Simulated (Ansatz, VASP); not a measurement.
## Al in VASP and in Ansatz

The input INCAR:

```
SYSTEM = Al
ALGO     = Fast           ! electronic algorithm
EDIFF    = 1E-6           ! SCF threshold, eV
ENCUT    = 520            ! plane-wave cutoff, eV
GGA      = PS             ! functional
ISIF     = 2              ! what is computed and relaxed
ISMEAR   = -1             ! smearing method
LASPH    = .TRUE.         ! aspherical terms in the spheres
LCHARG   = .FALSE.        ! write CHGCAR
LREAL    = .FALSE.        ! projectors in reciprocal space
LWAVE    = .FALSE.        ! write WAVECAR
NBANDS   = 8              ! bands
NELM     = 80             ! most SCF steps
PREC     = Accurate       ! precision mode
SIGMA    = 0.1            ! smearing width, eV
```

File KPOINTS:

```
k-points
0
G
  15 15 15
  0 0 0
```

POSCAR

```
Al
1.0
   -1.6689474524      1.6689474524      1.6689474524
    1.6689474524     -1.6689474524      1.6689474524
    1.6689474524      1.6689474524     -1.6689474524
Al
1
Direct
    0.0000000000      0.0000000000      0.0000000000
```

Input for Ansatz:

```yaml
crystal:
  lattice:
    - [-1.6689474524, 1.6689474524, 1.6689474524]
    - [1.6689474524, -1.6689474524, 1.6689474524]
    - [1.6689474524, 1.6689474524, -1.6689474524]
  atoms:
    - { symbol: Al, position: [0.0, 0.0, 0.0] }
hamiltonian:
  xc: pbesol
  pseudopotentials:
    kind: paw
    azcp:
      Al: "pseudopotentials/Al.paw.azcp"
basis:
  ecutwfc: 420
  fft_grid_basis: typed
kpoints:
  mp_grid: { grid: [15, 15, 15], shift: [0, 0, 0] }
magnetization:
  spin_polarized: false
scf:
  occupations: { method: fermi_dirac, width: 0.1 }
  lower_state_search: "off"
output:
  stress: true
```

Alike in both runs: task single point; functional PBEsol; k mesh 15 × 15 × 15; occupations fermi-dirac, width 0.1 eV; no spin polarisation.

|  | VASP | Ansatz |
| --- | --- | --- |
| version | VASP 6.6.1 | Ansatz 0.2.0 |
| potentials or method | VASP PAW PBE potentials, release 64 (Al) | plane waves (420 eV) with PAW, scalar-relativistic |
| plane-wave cutoff (eV) | 520 | 420 |
| valence electrons in the cell | 3 | 3 |

```tsv
	VASP	Ansatz	Ansatz less VASP
pressure (GPa)	-6.5	-6.5	-0.03
```

Ansatz warned: «pseudo_functional_mismatch».

Caveats: the PAW data sets were made with another functional, which shifts forces and pressure a little (VASP).
